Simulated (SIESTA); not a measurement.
Runs of SIESTA 5.4.2 on Ge. It takes space group Fd-3m (No. 227, cubic). Conventional cell: a = 5.658 Å, b = 5.658 Å, c = 5.658 Å, α = 90.00°, β = 90.00°, γ = 90.00°. Ge (site symmetry -43m) is surrounded by 4 Ge at 2.45 Å. 

| task | level | potentials or basis | cell | k mesh | wannier functions | bands left out below | wannier mesh | gap on the mesh (eV) | pressure (GPa) |
| --- | --- | --- | --- | --- | --- | --- | --- | --- | --- |
| Wannier functions | LDA | PseudoDojo 0.4 standard (LDA files), DZP (energy shift 0.003 Ry; two zetas on semicore shells) | as given | 6 × 6 × 6 | 4 | 10 | 5 × 5 × 5 | none | -0.2 |
| single point | PBEsol | PseudoDojo 0.4 standard (PBEsol files), DZP (energy shift 0.003 Ry; two zetas on semicore shells) | atoms moved at random, drawn with an rms of 0.05 Å | 8 × 8 × 8 | - | - | - | none | 1.9 |
| band structure | PBE | PseudoDojo 0.4 standard (PBE files), DZP (energy shift 0.003 Ry; two zetas on semicore shells) | as given | 8 × 8 × 8 | - | - | - | (a) | 5.1 |
| single point | PBEsol | PseudoDojo 0.4 standard (PBEsol files), DZP (energy shift 0.003 Ry; two zetas on semicore shells) | as given | 8 × 8 × 8 | - | - | - | none | 1.8 |

Alike in all rows: no spin polarisation; smearing fermi-dirac 0.05 eV; grid cutoff 800 Ry; energy shift 0.003 Ry.

**Question.** Estimate the missing entries.

**Answer.** (a) 0.07.

Caveats: the basis of atomic orbitals isn't converged, which shifts pressures, moduli and gaps; the cell is metallic, so the lowest bands form no isolated group (some runs).

A k mesh can miss the band edges, and the runs leave out spin-orbit coupling on Ge.

A gap of «none» marks a metal or a gap under the smearing width.
